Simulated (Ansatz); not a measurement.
MgO2 in Ansatz: the effect of functional

MgO2:

```xyz
3
Lattice="1.6362 0.9447 3.5625 -1.6362 0.9447 3.5625 0.0000 -1.8894 3.5625" Properties=species:S:1:pos:R:3 pbc="T T T"
Mg    0.0000    0.0000    0.0000
O     0.0000    0.0000    6.1049
O     0.0000    0.0000    4.5827
```

The cell comes from a database or a generator and needn't be the stable form of this composition.

The cell isn't the ideal one: volume scaled by 1.06.

Alike in all runs:

* Program: Ansatz 0.2.0
* Task: single point
* Potentials or basis: Ansatz PAW
* k mesh: 10 × 10 × 10
* Occupations: fermi-dirac, width 0.05 eV
* Spin: no spin polarisation

**Question.** One run gave: gap on the mesh 2.60 eV; pressure -11.7 GPa; largest force 0.46 eV/Å. Which functional did it use?
A. PBEsol
B. r2SCAN
C. LDA

**Answer.** B.

```csv
functional,cutoff,gap on the mesh (eV),pressure (GPa),largest force (eV/Å)
LDA,420 eV (not typed: the program's choice for these potentials),1.85,-15.7,0.68
PBEsol,420 eV (not typed: the program's choice for these potentials),1.90,-11.0,0.54
r2SCAN,500 eV (not typed: the program's choice for these potentials),2.60,-11.7,0.46
```

Caveats: the PAW data sets come from PBE, with cores solved anew for the run's functional, which leaves a small shift of forces and pressure.

A k mesh can miss the band edges.
